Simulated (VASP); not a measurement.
Runs of VASP 6.6.1 on NaH. All rows change the cell; the cell of one of them follows. It takes space group P-6m2 (No. 187, hexagonal). Conventional cell: a = 3.729 Å, b = 3.729 Å, c = 5.188 Å, α = 90.00°, β = 90.00°, γ = 120.00°. Na (site symmetry -6m2) has 3 H at 2.15 Å as nearest neighbours. H (site symmetry -6m2) has 3 Na at 2.15 Å as nearest neighbours. The cell was built by a generator and needn't be a form met in nature.

```csv
task,cell,k mesh,cutoff (eV),smearing,gap on the mesh (eV),pressure (GPa),largest force (eV/Å)
relaxation of cell and atoms,"relaxed from: random cell by space group and Wyckoff sites (Amm2, No. 38)",9 × 9 × 6,600,gaussian 0.02 eV,2.76,0.0,-
single point,"random cell by space group and Wyckoff sites (Amm2, No. 38)",6 × 6 × 6,520,gaussian 0.1 eV,2.66,0.0,0.02
single point,"random cell by space group and Wyckoff sites (Amm2, No. 38)",9 × 9 × 6,520,gaussian 0.02 eV,2.76,0.0,-
relaxation of cell and atoms,"relaxed from: random cell by space group and Wyckoff sites (Amm2, No. 38)",6 × 6 × 6,600,gaussian 0.1 eV,(a),-0.1,0.01
```

Alike in all rows: level PBE; potentials or basis VASP PAW PBE potentials, release 64 (Na_pv, H); no spin polarisation.

Task: Fill in the values left out.

Result: (a) 2.67.

Caveats: an odd mesh through Γ misses points on the zone boundary, where band edges often lie (some runs); the relaxation stopped at its first step, so nothing moved (some runs).
